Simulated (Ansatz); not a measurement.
Crystal: Al.

```
Al
1.0
     2.72176    0.00000    0.00000
     0.00000    2.72176    0.00000
     0.00000    0.00000    2.72176
Al
1
Direct
  0.00000 0.00000 0.00000
```

The cell was built by a generator and needn't be a form met in nature.

```yaml
Program: Ansatz 0.2.0
Task: single point
Functional: PBE
Potentials_or_basis: Ansatz PAW
Cutoff: "420 eV (not typed: the program's choice for these potentials)"
k_mesh: 10 × 10 × 10
Occupations: fermi-dirac, width 0.05 eV
Spin: no spin polarisation
```

On this cell: pressure 0.4 GPa; band gap on the k mesh none (metal or under the smearing width).

The same run follows on a disturbed copy (cell strained at random at fixed volume):

```
Al
1.0
     2.72314    0.02266    0.02199
     0.02266    2.75688    0.04783
     0.02199    0.04783    2.68691
Al
1
Direct
  0.01017 0.97987 0.00353
```

Q: What changes?

A: The energy (extrapolated to zero smearing) moves by -1.5 meV/atom; pressure 0.2 GPa; band gap on the k mesh none (metal or under the smearing width).

Stress tensor (GPa, compression positive):
```
 0.24 -0.05  0.44
-0.05 -0.54  0.67
 0.44  0.67  1.04
```

The energy falls, though the first cell shows no forces: that form is unstable against this distortion, unless noise or another electronic state is at work.
